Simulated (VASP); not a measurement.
Set up this calculation in VASP 6.6.1, as the native input.

```
Task                   : relaxation of cell and atoms
Functional             : AM05
Potentials or basis    : VASP PAW PBE potentials, release 64 (Sn_d)
Cutoff                 : 600 eV
k mesh                 : 12 × 12 × 12
Occupations            : gaussian, width 0.03 eV
Spin                   : no spin polarisation
Further INCAR settings : ALGO = Normal; EDIFF = 1e-06; IBRION = 2; EDIFFG = -0.01; NSW = 90; ISIF = 3
```

The structure of Sn lies in POSCAR:

```
Sn
1.0
   -2.9196440750      2.9196440750      1.5938000000
    2.9196440750     -2.9196440750      1.5938000000
    2.9196440750      2.9196440750     -1.5938000000
Sn
2
Direct
    0.0000000000      0.0000000000      0.0000000000
    0.7500000000      0.2500000000      0.5000000000
```

These files were run (other wordings do the same):

INCAR

```
SYSTEM = Sn
PREC     = Accurate       ! precision mode
ENCUT    = 600            ! plane-wave cutoff, eV
EDIFF    = 1E-6           ! SCF threshold, eV
ISMEAR   = 0              ! smearing method
SIGMA    = 0.03           ! smearing width, eV
LREAL    = .False.        ! projectors in reciprocal space
LASPH    = .True.         ! aspherical terms in the spheres
NELM     = 80             ! most SCF steps
ALGO     = Normal         ! electronic algorithm
ISIF     = 3              ! what is computed and relaxed
LWAVE    = .False.        ! write WAVECAR
LCHARG   = .False.        ! write CHGCAR
GGA      = AM             ! functional
IBRION   = 2              ! ionic algorithm
NSW      = 90             ! ionic steps
EDIFFG   = -0.01          ! ionic threshold
```

KPOINTS

```
Automatic mesh
0
Gamma
  12 12 12
  0 0 0
```

Potentials or basis: VASP PAW PBE potentials, release 64 (Sn_d).

Launch:

```console
$ cat potpaw_PBE.64/Sn_d/POTCAR > POTCAR
$ mpirun -np 1 vasp_std > vasp.out
```

It gave:

| Property | Result |
| --- | --- |
| Relaxed volume | 26.82 Å³/atom |
| Relaxed cell | a = 4.412 Å, b = 4.412 Å, c = 4.412 Å, α = 97.38°, β = 97.38°, γ = 137.99° |
| Space group after relaxing (to 0.05 Å) | I4_1/amd (No. 141) |
| Energy gained by relaxing | 0.8 meV/atom |
| Ionic steps | 6 |
| Pressure after relaxing | 0.0 GPa |
| Band gap on the k mesh | none (metal or under the smearing width) |

Caveat: the PAW data sets were made with another functional, which shifts forces and pressure a little.

Run time: 5.5 min on 1 thread of Intel(R) Xeon(R) Platinum 8375C CPU @ 2.90GHz (Ice Lake), on a shared host, peak memory 0.33 GiB.
